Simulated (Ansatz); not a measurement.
Crystal: Ag.

```
CELL_PARAMETERS angstrom
0.00000 2.04275 2.04275
2.04275 0.00000 2.04275
2.04275 2.04275 0.00000
ATOMIC_POSITIONS crystal
Ag 0.00000 0.00000 0.00000
```

- Program: Ansatz 0.2.0
- Task: relaxation of cell and atoms
- Functional: PBEsol
- Dispersion: D3(BJ)
- Potentials or basis: all-electron LAPW, scalar-relativistic
- Basis error allowed: 0.001 eV/atom
- k mesh: 11 × 11 × 11
- Occupations: fermi-dirac, width 0.05 eV
- Spin: no spin polarisation

At the start: volume 17.05 Å³/atom.

Question: How do energy, volume and symmetry change on relaxing?

Answer: Over 4 steps the energy falls by 32.0 meV/atom and the volume is 15.89 Å³/atom (-6.8 %); space group Fm-3m (No. 225, to 0.05 Å).

Step by step:
```tsv
step	energy change (eV)	largest force (eV/Å)	volume (Å³)
1	0.0000	0.0000	17.05
2	-0.0311	0.0000	16.07
3	-0.0320	0.0000	15.89
4	-0.0320	0.0000	15.89
```

Final structure:
```cif
data_structure
_symmetry_space_group_name_H-M 'P 1'
_symmetry_Int_Tables_number 1
_cell_length_a 2.8219
_cell_length_b 2.8219
_cell_length_c 2.8219
_cell_angle_alpha 60.000
_cell_angle_beta 60.000
_cell_angle_gamma 60.000
_cell_volume 15.89
loop_
_atom_site_label
_atom_site_type_symbol
_atom_site_fract_x
_atom_site_fract_y
_atom_site_fract_z
_atom_site_occupancy
Ag1 Ag 0.00000 0.00000 0.00000 1
```
